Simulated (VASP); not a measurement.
VASP 6.6.1 run: PbSe

INCAR

```
IBRION = -1
EDIFF = 1E-7
LASPH = .TRUE.
PREC = Accurate
LCHARG = .FALSE.
ISIF = 2
NBANDS = 17
NSW = 0
SIGMA = 0.02
ENCUT = 520
ISMEAR = -1
NELM = 100
GGA = PE
LREAL = .FALSE.
LWAVE = .FALSE.
```

KPOINTS

```
KPOINTS created by Atomic Simulation Environment
0
Gamma
4 4 4
0 0 0
```

POSCAR

```
Pb Se
 1.0000000000000000
    -0.0000000000000000    5.8368000000000002    5.8368000000000002
     5.8368000000000002   -0.0000000000000000    5.8368000000000002
     5.8368000000000002    5.8368000000000002   -0.0000000000000000
 Pb  Se
   1   1
Cartesian
  0.0000000000000000  0.0000000000000000  0.0000000000000000
  5.8367999999999993  5.8367999999999993  5.8367999999999993
```

The recommended PBE PAW datasets give the neutral cell 20 valence electrons.

Command

```
mpirun -np 1 vasp_std
```

Problem. How does this run end, and what does it give?

Solution. It converged. Results: gap between bands v and c on the k mesh 0.07 eV; least direct gap on the k mesh 0.07 eV; pressure -0.7 GPa. Band v is the last that the valence electrons fill when counted band by band, and c is the next.

OSZICAR

```
N       E                     dE             d eps       ncg     rms          rms(c)
DAV:   1     0.144248798158E+03    0.14425E+03   -0.66739E+03   288   0.796E+02
DAV:   2     0.116596817496E+02   -0.13259E+03   -0.12962E+03   361   0.232E+02
DAV:   3    -0.543213070946E+01   -0.17092E+02   -0.17045E+02   292   0.856E+01
DAV:   4    -0.608455182084E+01   -0.65242E+00   -0.65213E+00   293   0.279E+01
DAV:   5    -0.610563507326E+01   -0.21083E-01   -0.21079E-01   393   0.389E+00    0.555E+00
DAV:   6    -0.344971367251E+01    0.26559E+01   -0.25334E+01   274   0.741E+00    0.123E+01
DAV:   7    -0.404797323281E+01   -0.59826E+00   -0.73047E+01   281   0.597E+00    0.471E+00
DAV:   8    -0.392976220846E+01    0.11821E+00   -0.13105E-01   277   0.144E+00    0.465E+00
DAV:   9    -0.345382565633E+01    0.47594E+00   -0.33721E-02   296   0.583E-01    0.446E+00
DAV:  10    -0.490321526269E+01   -0.14494E+01   -0.24446E-01   285   0.142E+00    0.495E+00
...
DAV:  32    -0.151301459791E+01    0.25891E-02   -0.10840E-02   302   0.531E-02    0.683E-02
DAV:  33    -0.151327627180E+01   -0.26167E-03   -0.12423E-03   292   0.374E-02    0.211E-01
DAV:  34    -0.151295219118E+01    0.32408E-03   -0.63382E-04   283   0.187E-02    0.930E-02
DAV:  35    -0.151287693615E+01    0.75255E-04   -0.87924E-05   293   0.189E-02    0.554E-02
DAV:  36    -0.151283974356E+01    0.37193E-04   -0.56087E-05   290   0.189E-02    0.299E-02
DAV:  37    -0.151286762304E+01   -0.27879E-04   -0.32836E-04   303   0.124E-02    0.728E-02
DAV:  38    -0.151283128593E+01    0.36337E-04   -0.12722E-04   309   0.584E-03    0.213E-02
DAV:  39    -0.151284126914E+01   -0.99832E-05   -0.26670E-05   281   0.394E-03    0.422E-02
DAV:  40    -0.151284118879E+01    0.80353E-07   -0.54649E-08   240   0.145E-03
   1 F= -.15128412E+01 E0= -.15063386E+01  d E =-.130052E-01
```

These settings aren't sound, so the numbers aren't properties of the crystal.

The fault: cell typed in bohr.

On sound settings PBE gives a gap of 0.38 eV on its mesh and a pressure of 0.9 GPa for the intended cell.
